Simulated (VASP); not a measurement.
## Ba: single point with PBEsol

Crystal: Ba.

```xyz
4
Lattice="4.3607 0.0000 0.0000 -2.1803 3.7765 0.0000 0.0000 0.0000 14.2175" Properties=species:S:1:pos:R:3 pbc="T T T"
Ba    0.0000    0.0000    0.0000
Ba    0.0000    0.0000    7.1087
Ba    0.0000    2.5176   10.6631
Ba    2.1803    1.2588    3.5544
```

The cell was built by a generator and needn't be a form met in nature.

```json
{
  "Program": "VASP 6.6.1",
  "Task": "single point",
  "Functional": "PBEsol",
  "Potentials or basis": "VASP PAW PBE potentials, release 64 (Ba_sv)",
  "Cutoff": "520 eV",
  "k mesh": "12 × 12 × 4",
  "Occupations": "gaussian, width 0.1 eV",
  "Spin": "no spin polarisation",
  "Dipole correction": "no",
  "Further INCAR settings": "ALGO = Fast; EDIFF = 1e-07; NBANDS = 28"
}
```

```yaml
Pressure: 0.1 GPa
Band_gap_on_the_k_mesh: none (metal or under the smearing width)
```

Levels at points of the mesh, in eV from the Fermi level:
| k point | band 17 | band 18 | band 19 | band 20 | band 21 | band 22 | band 23 | band 24 |
| --- | --- | --- | --- | --- | --- | --- | --- | --- |
| (0.00, 0.00, 0.00) | -2.85 | -1.82 | -1.81 | -1.02 | 1.03 | 1.06 | 1.29 | 1.69 |
| (0.50, 0.00, 0.00) | -0.99 | -0.93 | -0.56 | -0.40 | 0.09 | 0.12 | 0.29 | 0.97 |
| (0.00, 0.00, 0.50) | -2.55 | -2.55 | -1.18 | -1.18 | 1.04 | 1.04 | 1.52 | 1.52 |
| (0.50, 0.00, 0.50) | -0.80 | -0.80 | -0.69 | -0.69 | -0.09 | -0.09 | 0.88 | 0.88 |

Wall time 6.3 min on 1 thread of Intel(R) Xeon(R) Platinum 8488C (Sapphire Rapids), on a shared host, peak memory 0.5 GiB.

Caveat: the PAW data sets were made with another functional, which shifts forces and pressure a little. Spin-orbit coupling is left out, which matters for the levels of Ba.
